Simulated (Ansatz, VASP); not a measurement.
## One calculation of Ca, two programs

The input INCAR:

```
SYSTEM = Ca
PREC     = Accurate       ! precision mode
ENCUT    = 520            ! plane-wave cutoff, eV
EDIFF    = 1E-6           ! SCF threshold, eV
ISMEAR   = 0              ! smearing method
SIGMA    = 0.15           ! smearing width, eV
LREAL    = .FALSE.        ! projectors in reciprocal space
LASPH    = .TRUE.         ! aspherical terms in the spheres
NELM     = 100            ! most SCF steps
ALGO     = Normal         ! electronic algorithm
ISIF     = 2              ! what is computed and relaxed
LWAVE    = .FALSE.        ! write WAVECAR
LCHARG   = .FALSE.        ! write CHGCAR
GGA      = PS             ! functional
NBANDS   = 17             ! bands
```

File KPOINTS:

```
Automatic mesh
0
G
  16 16 8
  0 0 0
```

POSCAR

```
Ca
1.0
    1.9712759950     -3.3954901800      0.0000000000
    1.9712759950      3.3954901800      0.0000000000
    0.0000000000      0.0000000000      6.5091117400
Ca
2
Direct
    0.8355866000      0.1644134000      0.2500000000
    0.1644134000      0.8355866000      0.7500000000
```

Input for Ansatz:

```yaml
crystal:
  lattice:
    - [1.971275995, -3.39549018, 0.0]
    - [1.971275995, 3.39549018, 0.0]
    - [0.0, 0.0, 6.50911174]
  atoms:
    - { symbol: Ca, position: [0.8355866, 0.1644134, 0.25] }
    - { symbol: Ca, position: [0.1644134, 0.8355866, 0.75] }
basis:
  ecutwfc: 420
kpoints:
  mp_grid: { grid: [16, 16, 8] }
hamiltonian:
  xc: pbesol
scf:
  occupations: { method: gaussian, width: 0.15 }
output:
  forces: true
  stress: true
  eigenvalues: true
```

This isn't the form of Ca at room conditions, which is fcc.

Alike in both runs: task single point; functional PBEsol; k mesh 16 × 16 × 8; occupations gaussian, width 0.15 eV; no spin polarisation.

|  | VASP | Ansatz |
| --- | --- | --- |
| version | VASP 6.6.1 | Ansatz 0.2.0 |
| potentials or method | VASP PAW PBE potentials, release 64 (Ca_sv) | scalar-relativistic, plane waves, PAW |
| plane-wave cutoff (eV) | 520 | 420 |
| valence electrons in the cell | 20 | 20 |

|  | VASP | Ansatz | Ansatz less VASP |
| --- | --- | --- | --- |
| gap on the k mesh at the Fermi level (eV) | none | none | - |
| pressure (GPa) | -1.1 | -1.1 | -0.01 |
| largest component of the traceless stress (GPa) | 0.17 | 0.17 | 0.000 |
| rms of the force components (eV/Å) | 0.009 | 0.009 | +0.0001 |

Atom by atom the forces differ by 0.000 eV/Å (rms over components). A gap of «none» marks a metal or a gap that the smearing closes. The functional is the same, so the differences come from potentials, cutoffs and numerics.

Caveats: the PAW data sets were made with another functional, which shifts forces and pressure a little (VASP).
